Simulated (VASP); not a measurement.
# Se (R-3m) in VASP: settings compared

One crystal, Se, is run at these levels: PBEsol, LDA; tasks: relaxation of cell and atoms.

Everything below comes from runs of VASP 6.6.1. Logs are shortened: lines on timing, memory, paths and dates and some standing lists are left out, and cuts for length are marked.

## (1) The crystal as given

The structure is trigonal, space group R-3m (No. 166). Conventional cell: a = 3.915 Å, b = 3.915 Å, c = 2.682 Å, α = 90.00°, β = 90.00°, γ = 120.00°. Se (site symmetry -3m) is surrounded by 8 Se at 2.43 to 2.68 Å.

This isn't the form of Se at room conditions, which is trigonal, of chains.

## (2) Relaxation of cell and atoms, PBEsol, target pressure 125 GPa, at which the enthalpy is minimised

Input file INCAR:

```
PREC = Accurate ; ENCUT = 600
EDIFF = 1E-7 ; ISMEAR = 1
SIGMA = 0.1 ; LREAL = False
LASPH = True ; NELM = 80
ALGO = Normal ; ISIF = 3
LWAVE = False ; LCHARG = False
GGA = PS ; IBRION = 2
NSW = 90 ; EDIFFG = -0.005
PSTRESS = 1250.0
```

Input file KPOINTS:

```
Automatic mesh
0
Gamma
  17 17 17
```

Input file POSCAR:

```
Se                                      
1.0
    1.9576977635      1.1302773308      0.8941002426
   -1.9576977635      1.1302773308      0.8941002426
    0.0000000000     -2.2605546616      0.8941002426
  Se            
     1
Direct
     0.0000000000000000    0.0000000000000000    0.0000000000000000
```

Potentials or basis: VASP PAW PBE potentials, release 64 (Se).

The run is started by

```sh
> cat potpaw_PBE.64/Se/POTCAR > POTCAR
> mpirun -np 1 vasp_std > vasp.out
```

OUTCAR:

```text
PREC = Accurate
   ENCUT = 600
   EDIFF = 1E-7
   ISMEAR = 1
   LREAL = False
   LASPH = True
   NELM = 80
   ISIF = 3
   GGA = PS
   IBRION = 2
   NSW = 90
   EDIFFG = -0.005
   PSTRESS = 1250.0

 ion  position               nearest neighbor table
   1  0.000  0.000  0.000-

  LATTYP: Found a trigonal (rhomboedric) cell.
 ALAT       =     2.4309509706
 COS(alpha) =    -0.2970863397

  Lattice vectors:

 A1 = (   1.9576977635,   1.1302773308,   0.8941002426)
 A2 = (  -1.9576977635,   1.1302773308,   0.8941002426)
 A3 = (   0.0000000000,  -2.2605546616,   0.8941002426)

Analysis of symmetry for initial positions (statically):
=====================================================================
 Subroutine PRICEL returns:
 Original cell was already a primitive cell.

 Routine SETGRP: Setting up the symmetry group for a
 trigonal (rhombohedral) supercell.

 Subroutine GETGRP returns: Found 12 space group operations
 (whereof 12 operations were pure point group operations)
 out of a pool of 12 trial point group operations.

The static configuration has the point symmetry D_3d.

Analysis of symmetry for dynamics (positions and initial velocities):
=====================================================================
 Subroutine PRICEL returns:
 Original cell was already a primitive cell.

 Routine SETGRP: Setting up the symmetry group for a
 trigonal (rhombohedral) supercell.

 Subroutine GETGRP returns: Found 12 space group operations
 (whereof 12 operations were pure point group operations)
 out of a pool of 12 trial point group operations.

The dynamic configuration has the point symmetry D_3d.

 Subroutine INISYM returns: Found 12 space group operations
 (whereof 12 operations are pure point group operations),
 and found     1 'primitive' translations

----------------------------------------------------------------------------------------

                                     Primitive cell

  volume of cell :      11.8705

  direct lattice vectors                    reciprocal lattice vectors
     1.957697763  1.130277331  0.894100243     0.255402039  0.147456436  0.372814275
    -1.957697763  1.130277331  0.894100243    -0.255402039  0.147456436  0.372814275
     0.000000000 -2.260554662  0.894100243     0.000000000 -0.294912872  0.372814275

  length of vectors
     2.430950971  2.430950971  2.430950971     0.475356798  0.475356798  0.475356798

  position of ions in fractional coordinates (direct lattice)
     0.000000000  0.000000000  0.000000000

  ion indices of the primitive-cell ions
   primitive index   ion index
                 1           1

----------------------------------------------------------------------------------------

 KPOINTS: Automatic mesh

Automatic generation of k-mesh.
 Grid dimensions read from file:
 generate k-points for:   17   17   17

 Generating k-lattice:

  Cartesian coordinates                     Fractional coordinates (reciprocal lattice)
     0.015023649  0.008673908  0.021930251     0.058823529  0.000000000  0.000000000
    -0.015023649  0.008673908  0.021930251     0.000000000  0.058823529  0.000000000
     0.000000000 -0.017347816  0.021930251     0.000000000  0.000000000  0.058823529

  Length of vectors
     0.027962165  0.027962165  0.027962165

  Shift w.r.t. Gamma in fractional coordinates (k-lattice)
     0.000000000  0.000000000  0.000000000

 Subroutine IBZKPT returns following result:
 ===========================================

 Found    489 irreducible k-points:

 Following reciprocal coordinates:
            Coordinates               Weight
  0.000000  0.000000  0.000000      1.000000
  0.058824  0.000000  0.000000      6.000000
  0.117647  0.000000  0.000000      6.000000
  0.176471  0.000000  0.000000      6.000000
  0.235294  0.000000  0.000000      6.000000
  0.294118  0.000000  0.000000      6.000000
[... 16 lines left out ...]
 -0.176471  0.058824 -0.000000     12.000000
 -0.117647  0.058824 -0.000000     12.000000
 [... further k-points ...]
   k-points           NKPTS =    489   k-points in BZ     NKDIM =    489   number of bands    NBANDS=      7
   number of dos      NEDOS =    301   number of ions     NIONS =      1
   total plane-waves  NPLWV =   8000
   dimension x,y,z NGX =    20 NGY =   20 NGZ =   20
   dimension x,y,z NGXF=    40 NGYF=   40 NGZF=   40
   ions per type =               1
   NGX,Y,Z   is equivalent  to a cutoff of  13.68, 13.68, 13.68 a.u.
   NGXF,Y,Z  is equivalent  to a cutoff of  27.35, 27.35, 27.35 a.u.
 SYSTEM =  unknown system
   PREC   = accura    normal or accurate (medium, high low for compatibility)
   ISTART =      0    job   : 0-new  1-cont  2-samecut
   ICHARG =      2    charge: 1-file 2-atom 10-const
   ISPIN  =      1    spin polarized calculation?
   LNONCOLLINEAR =      F non collinear calculations
   LSORBIT =      F    spin-orbit coupling
   LASPH  =      T    aspherical Exc in radial PAW
   ENCUT  =  600.0 eV  44.10 Ry    6.64 a.u.   4.86  4.86  4.86*2*pi/ulx,y,z
   NELM   =     80;   NELMIN=  2; NELMDL= -5     # of ELM steps
   EDIFF  = 0.1E-06   stopping-criterion for ELM
   LREAL  =      F    real-space projection
   EDIFFG = -.5E-02   stopping-criterion for IOM
   NSW    =     90    number of steps for IOM
   IBRION =      2    ionic relax: 0-MD 1-quasi-New 2-CG
   NFREE  =      1    steps in history (QN), initial steepest desc. (CG)
   ISIF   =      3    stress and relaxation
   ISYM   =      2    0-nonsym 1-usesym 2-fastsym
   POTIM  = 0.5000    time-step for ionic-motion
   TEBEG  =    0.0;   TEEND  =   0.0 temperature during run
   PSTRESS= 1250.0 pullay stress
   NELECT =       6.0000    total number of electrons
   NUPDOWN=      -1.0000    fix difference up-down
   EMIN   =  10.00;   EMAX   =-10.00  energy-range for DOS
   EFERMI =   0.00;   METHOD = LEGACY
   ISMEAR =     1;   SIGMA  =   0.10  broadening in eV -4-tet -1-fermi 0-gaus
   EFERMI_NEDOS =   21; number of points for ismear=-14 and -15
   IALGO  =     38    algorithm
   IMIX   =      4    mixing-type and parameters
     AMIX     =   0.40;   BMIX     =  1.00
     AMIX_MAG =   1.60;   BMIX_MAG =  1.00
  volume/ion in A,a.u.               =      11.87        80.11
  Fermi-wavevector in a.u.,A,eV,Ry     =   1.304075  2.464344 23.138222  1.700611
  Thomas-Fermi vector in A             =   2.435035
   LORBIT       =      0    0 simple, 1 ext, 2 COOP (PROOUT), +10 PAW based schemes
   GGA     = PS    functional components
   LHFCALC =     F    Hartree Fock is set to
   AEXX    =    0.0000 exact exchange contribution
   IVDW    =     0    specifies the selected vdW correction
   LEPSILON=     F    determine dielectric tensor
   LRPA    =     F    only Hartree local field effects (RPA)
 conjugate gradient relaxation of ions
 non-spin polarized calculation
 Methfessel and Paxton  Order N= 1 SIGMA  =   0.10
  energy-cutoff  :      600.00
  volume of cell :       11.87
 maximum number of plane-waves:       410
   NGX =  9   NGY =  9   NGZ =  9

--------------------------------------- Ionic step        1  -------------------------------------------

 number of electron       6.0000000 magnetization

 Free energy of the ion-electron system (eV)
  ---------------------------------------------------
  ext. energy  EPLUGINS =         0.00000000
  ---------------------------------------------------
  free energy    TOTEN  =        -1.55102043 eV

  energy without entropy =       -1.55096854  energy(sigma->0) =       -1.55100314

------------------------ aborting loop because EDIFF is reached ----------------------------------------

  FORCE on cell =-STRESS in cart. coord.  units (eV):
  Direction    XX          YY          ZZ          XY          YZ          ZX
  --------------------------------------------------------------------------------------
  -------------------------------------------------------------------------------------
  Total        9.2594611      9.2594611      9.2554544      0.0000000      0.0000000      0.0000000
  in kB     1249.7644546   1249.7644547   1249.2236701      0.0000000      0.0000000      0.0000000
  external PRESSURE =      -0.4158069 kB  Pullay stress =    1250.0000000 kB

 VOLUME and BASIS-vectors are now :
 -----------------------------------------------------------------------------
  energy-cutoff  :      600.00
  volume of cell :       11.87
      direct lattice vectors                 reciprocal lattice vectors
     1.957697763  1.130277331  0.894100243     0.255402039  0.147456436  0.372814275
    -1.957697763  1.130277331  0.894100243    -0.255402039  0.147456436  0.372814275
     0.000000000 -2.260554662  0.894100243     0.000000000 -0.294912872  0.372814275
[... 44 lines left out ...]
  FREE ENERGIE OF THE ION-ELECTRON SYSTEM (eV)
  ---------------------------------------------------
  free  energy   TOTEN  =        -1.5468902127 eV

  energy  without entropy=       -1.5468257867  energy(sigma->0) =       -1.54686874

  enthalpy is  TOTEN    =         7.7101872949 eV   P V=        9.2570775076

--------------------------------------- Ionic step        3  -------------------------------------------

 number of electron       6.0000000 magnetization

 Free energy of the ion-electron system (eV)
  ---------------------------------------------------
  ext. energy  EPLUGINS =         0.00000000
  ---------------------------------------------------
  free energy    TOTEN  =        -1.54995734 eV

  energy without entropy =       -1.54990225  energy(sigma->0) =       -1.54993898

 E-fermi :  13.8269     XC(G=0): -13.2686

 val. band max:       13.8191584915   @ k =  -0.4118   0.4706   0.2353
 cond. band min:      13.8286156255   @ k =  -0.2941   0.2941   0.0588
 fundamental gap:      0.0094571340
 Fermi energy:        13.8269496624

 k-point     1 :       0.0000    0.0000    0.0000
  band No.  band energies     occupation
      1      -9.0791      2.00000
      2      18.9818      0.00000
      3      21.1063      0.00000
      4      21.1063      0.00000
      5      26.1621      0.00000
      6      26.1621      0.00000
      7      28.4070      0.00000

 k-point     2 :       0.0588    0.0000    0.0000
  band No.  band energies     occupation
      1      -8.9642      2.00000
      2      18.3046      0.00000
      3      20.1906      0.00000
      4      20.9377      0.00000
      5      26.0355      0.00000
      6      26.8563      0.00000
      7      28.5816      0.00000
[... 201 lines left out ...]
 k-point    23 :      -0.1765    0.0588   -0.0000
  band No.  band energies     occupation
      1      -8.2183      2.00000
      2      14.5789     -0.00000
      3      18.6882      0.00000
      4      20.3139      0.00000
      5      25.2405      0.00000
      6      25.7259      0.00000
      7      29.2796      0.00000

 k-point    24 :      -0.1176    0.0588   -0.0000
  band No.  band energies     occupation
      1      -8.6959      2.00000
      2      17.1855      0.00000
      3      19.4847      0.00000
      4      20.6653      0.00000
      5      26.1141      0.00000
      6      26.4715      0.00000
      7      28.1977      0.00000

 [... further k-points ...]

------------------------ aborting loop because EDIFF is reached ----------------------------------------

  FORCE on cell =-STRESS in cart. coord.  units (eV):
  Direction    XX          YY          ZZ          XY          YZ          ZX
  --------------------------------------------------------------------------------------
  -------------------------------------------------------------------------------------
  Total        9.2629050      9.2629050      9.2585984      0.0000000      0.0000000      0.0000000
  in kB     1250.3728587   1250.3728588   1249.7915182      0.0000000      0.0000000      0.0000000
  external PRESSURE =       0.1790786 kB  Pullay stress =    1250.0000000 kB

 VOLUME and BASIS-vectors are now :
 -----------------------------------------------------------------------------
  energy-cutoff  :      600.00
  volume of cell :       11.87
      direct lattice vectors                 reciprocal lattice vectors
     1.957655316  1.130252824  0.894036348     0.255407577  0.147459633  0.372840919
    -1.957655316  1.130252824  0.894036348    -0.255407577  0.147459633  0.372840919
     0.000000000 -2.260505647  0.894036348     0.000000000 -0.294919266  0.372840919

 POSITION                                       TOTAL-FORCE (eV/Angst)
 -----------------------------------------------------------------------------------
      0.00000     -0.00000      0.00000         0.000000      0.000000      0.000000
 -----------------------------------------------------------------------------------
    total drift:                               -0.000000     -0.000000     -0.000000

  FREE ENERGIE OF THE ION-ELECTRON SYSTEM (eV)
  ---------------------------------------------------
  free  energy   TOTEN  =        -1.5499573446 eV

  energy  without entropy=       -1.5499022549  energy(sigma->0) =       -1.54993898

  enthalpy is  TOTEN    =         7.7101854837 eV   P V=        9.2601428284

 reached required accuracy - stopping structural energy minimisation
```

Run time: 41 s. Hardware: 1 thread of Intel Xeon Platinum 8488C (Sapphire Rapids), shared host; peak memory 0.16 GiB.

Results:

| Item | Value |
| --- | --- |
| Free energy | -1.5500 eV |
| Relaxed volume | 11.87 Å³/atom |
| Relaxed cell | a = 2.431 Å, b = 2.431 Å, c = 2.431 Å, α = 107.28°, β = 107.28°, γ = 107.28° |
| Space group after relaxing (to 0.05 Å) | R-3m (No. 166) |
| Energy change on relaxing (the enthalpy is what falls) | +1.1 meV/atom |
| Ionic steps | 3 |
| Pressure after relaxing | 125.0 GPa |
| Band gap on the k mesh | none (metal or under the smearing width) |

The path:
| step | energy change (eV) | largest force (eV/Å) | pressure (GPa) | volume (Å³) |
| --- | --- | --- | --- | --- |
| 1 | 0.0000 | 0.0000 | 124.96 | 11.87 |
| 2 | 0.0041 | 0.0000 | 125.19 | 11.87 |
| 3 | 0.0011 | 0.0000 | 125.02 | 11.87 |

Final structure:
```cif
data_structure
_symmetry_space_group_name_H-M 'P 1'
_symmetry_Int_Tables_number 1
_cell_length_a 2.4309
_cell_length_b 2.4309
_cell_length_c 2.4309
_cell_angle_alpha 107.284
_cell_angle_beta 107.284
_cell_angle_gamma 107.284
_cell_volume 11.87
loop_
_atom_site_label
_atom_site_type_symbol
_atom_site_fract_x
_atom_site_fract_y
_atom_site_fract_z
_atom_site_occupancy
Se1 Se 0.00000 0.00000 0.00000 1
```

Caveat: the cell is relaxed towards a set pressure, so the enthalpy falls and the energy may rise; the PAW data sets were made with another functional, which shifts forces and pressure a little.

## (3) Relaxation of cell and atoms, LDA, target pressure 94 GPa, at which the enthalpy is minimised

This run uses another cell than the first one, of 11.32 Å³/atom, 0.953 times its volume.

Input file INCAR:

```
SYSTEM = Se
PREC     = Accurate       ! precision mode
ENCUT    = 600            ! plane-wave cutoff, eV
EDIFF    = 1E-6           ! SCF threshold, eV
ISMEAR   = 1              ! smearing method
SIGMA    = 0.1            ! smearing width, eV
LREAL    = .FALSE.        ! projectors in reciprocal space
LASPH    = .TRUE.         ! aspherical terms in the spheres
NELM     = 80             ! most SCF steps
ALGO     = Normal         ! electronic algorithm
ISIF     = 3              ! what is computed and relaxed
LWAVE    = .FALSE.        ! write WAVECAR
LCHARG   = .FALSE.        ! write CHGCAR
GGA      = CA             ! functional
IBRION   = 2              ! ionic algorithm
NSW      = 90             ! ionic steps
EDIFFG   = -0.01          ! ionic threshold
PSTRESS  = 940.0
```

Input file KPOINTS:

```
regular mesh
0
G
  17 17 17
  0 0 0
```

Input file POSCAR:

```
Se
1.0
    1.9250000000      1.1113992682      0.8816666667
   -1.9250000000      1.1113992682      0.8816666667
    0.0000000000     -2.2227985364      0.8816666667
Se
1
Direct
    0.0000000000      0.0000000000      0.0000000000
```

Potentials or basis: VASP PAW LDA potentials, release 64 (Se).

The run is started by

```sh
> cat potpaw_LDA.64/Se/POTCAR > POTCAR
> mpirun -np 1 vasp_std > vasp.out
```

It took 2.2 min on 1 thread of AMD EPYC 9R45 (Zen 5), shared host; peak memory 0.13 GiB.

Results (log left out):

| Quantity | Value |
| --- | --- |
| Free energy | -2.5473 eV |
| Relaxed volume | 12.72 Å³/atom |
| Relaxed cell | a = 2.443 Å, b = 2.443 Å, c = 2.443 Å, α = 105.10°, β = 105.10°, γ = 105.10° |
| Space group after relaxing (to 0.05 Å) | R-3m (No. 166) |
| Energy change on relaxing (the enthalpy is what falls) | -1040.6 meV/atom |
| Ionic steps | 15 |
| Pressure after relaxing | 94.0 GPa |
| Band gap on the k mesh | none (metal or under the smearing width) |

The path:
```csv
step,energy change (eV),largest force (eV/Å),pressure (GPa),volume (Å³)
1,0.0000,0.0000,148.63,11.32
2,-2.2573,0.0000,0.61,18.89
3,-1.1049,0.0000,85.05,12.87
4,-0.9636,0.0000,93.30,12.62
5,-0.9479,0.0000,94.21,12.59
6,-0.9582,0.0000,94.19,12.60
7,-0.9849,0.0000,94.15,12.64
8,-0.9923,0.0000,94.97,12.65
9,-1.0052,0.0000,96.21,12.66
10,-1.0039,0.0000,95.87,12.66
11,-1.0047,0.0000,96.02,12.66
12,-1.1592,0.0000,87.82,12.93
13,-1.0362,0.0000,94.36,12.71
14,-1.0438,0.0000,93.70,12.72
15,-1.0406,0.0000,93.98,12.72
```

Final structure:
```
Se
1.0
     1.93928    1.11964    0.97619
    -1.93928    1.11964    0.97619
     0.00000   -2.23929    0.97619
Se
1
Direct
  0.00000 0.00000 0.00000
```

Levels at points of the mesh, in eV from the Fermi level:
```
           k point  band 1  band 2  band 3  band 4  band 5  band 6
(0.00, 0.00, 0.00)  -21.86    3.67    6.17    6.17   10.81   10.81
```

Caveat: the cell is relaxed towards a set pressure, so the enthalpy falls and the energy may rise.

## (4) Relaxation of cell and atoms, LDA, target pressure 94 GPa, at which the enthalpy is minimised

This run uses another cell than the first one, of 12.72 Å³/atom, 1.071 times its volume.

Changes to INCAR since step 3:

```diff
@@ -3,3 +3,3 @@
 ENCUT    = 600            ! plane-wave cutoff, eV
-EDIFF    = 1E-6           ! SCF threshold, eV
+EDIFF    = 1E-7           ! SCF threshold, eV
 ISMEAR   = 1              ! smearing method
@@ -16,3 +16,3 @@
 NSW      = 90             ! ionic steps
-EDIFFG   = -0.01          ! ionic threshold
+EDIFFG   = -0.005         ! ionic threshold
 PSTRESS  = 940.0
```

KPOINTS is that of step 3.

Input file POSCAR:

```
Se                                      
1.0
    1.9392805611      1.1196441541      0.9761912806
   -1.9392805611      1.1196441541      0.9761912806
   -0.0000000000     -2.2392883081      0.9761912806
  Se            
     1
Direct
     0.0000000000000000    0.0000000000000000    0.0000000000000000
```

The run is started by

```sh
> cat potpaw_LDA.64/Se/POTCAR > POTCAR
> mpirun -np 1 vasp_std > vasp.out
```

Run time: 16 s. Hardware: 1 thread of AMD EPYC 9R45 (Zen 5), shared host; peak memory 0.13 GiB.

The run converged. Its results:

| Quantity | Value |
| --- | --- |
| Free energy | -2.5475 eV |
| Pressure after relaxing | 94.0 GPa |
| Band gap on the k mesh | none (metal or under the smearing width) |

Final structure:
```cif
data_structure
_symmetry_space_group_name_H-M 'P 1'
_symmetry_Int_Tables_number 1
_cell_length_a 2.4428
_cell_length_b 2.4428
_cell_length_c 2.4428
_cell_angle_alpha 105.097
_cell_angle_beta 105.097
_cell_angle_gamma 105.097
_cell_volume 12.72
loop_
_atom_site_label
_atom_site_type_symbol
_atom_site_fract_x
_atom_site_fract_y
_atom_site_fract_z
_atom_site_occupancy
Se1 Se 0.00000 0.00000 0.00000 1
```

Levels at points of the mesh, in eV from the Fermi level:
```csv
k point,band 1,band 2,band 3,band 4,band 5,band 6,band 7
"(0.00, 0.00, 0.00)",-21.86,3.67,6.17,6.17,10.81,10.81,14.02
```

Caveat: the relaxation stopped at its first step, so nothing moved; the cell is relaxed towards a set pressure, so the enthalpy falls and the energy may rise.
